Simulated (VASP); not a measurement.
CoSi: band structure with PBE

Crystal: CoSi.

```xyz
8
Lattice="4.3866 0.0000 0.0000 0.0000 4.3866 0.0000 0.0000 0.0000 4.3866" Properties=species:S:1:pos:R:3 pbc="T T T"
Co    0.6393    0.6393    0.6393
Co    1.5540    3.7472    2.8326
Co    2.8326    1.5540    3.7472
Co    3.7472    2.8326    1.5540
Si    3.6994    3.6994    3.6994
Si    2.8805    0.6872    1.5061
Si    1.5061    2.8805    0.6872
Si    0.6872    1.5061    2.8805
```

```
Program                : VASP 6.6.1
Task                   : band structure
Functional             : PBE
Potentials or basis    : VASP PAW PBE potentials, release 64 (Co, Si)
Cutoff                 : 520 eV
k mesh                 : 8 × 8 × 8
Occupations            : methfessel-paxton, width 0.1 eV
Spin                   : no spin polarisation
Further INCAR settings : ALGO = Fast; EDIFF = 1e-06; NBANDS = 36
```

```
Pressure                : 6.9 GPa
Largest force           : 0.028 eV/Å
Band gap along the path : none (metal or under the smearing width)
```

Forces on the atoms (eV/Å):
```
Co   0.013  0.013  0.013
Co  -0.013 -0.013  0.013
Co   0.013 -0.013 -0.013
Co  -0.013  0.013 -0.013
Si   0.016  0.016  0.016
Si  -0.016 -0.016  0.016
Si   0.016 -0.016 -0.016
Si  -0.016  0.016 -0.016
```

Levels at the corners of the path, in eV from the Fermi level:
```tsv
point	band 24	band 25	band 26	band 27	band 28	band 29
Γ	-0.80	0.01	0.01	0.01	2.64	2.64
X	-0.66	-0.49	-0.49	1.05	1.05	1.60
X	-0.66	-0.49	-0.49	1.05	1.05	1.60
M	-1.03	-0.03	-0.03	0.63	0.63	2.13
M	-1.03	-0.03	-0.03	0.63	0.63	2.13
Γ	-0.80	0.01	0.01	0.01	2.64	2.64
Γ	-0.80	0.01	0.01	0.01	2.64	2.64
R	-1.26	-0.22	-0.22	-0.22	-0.22	5.63
R	-1.26	-0.22	-0.22	-0.22	-0.22	5.63
X	-0.66	-0.49	-0.49	1.05	1.05	1.60
M	-1.03	-0.03	-0.03	0.63	0.63	2.13
R	-1.26	-0.22	-0.22	-0.22	-0.22	5.63
```

Wall time 71 s on 4 MPI ranks on AMD EPYC 9R45 (Zen 5), with other jobs on the host, peak memory 0.31 GiB a rank.

Spin polarisation is off, so any magnetic state and its effect on volume and gap are missing.
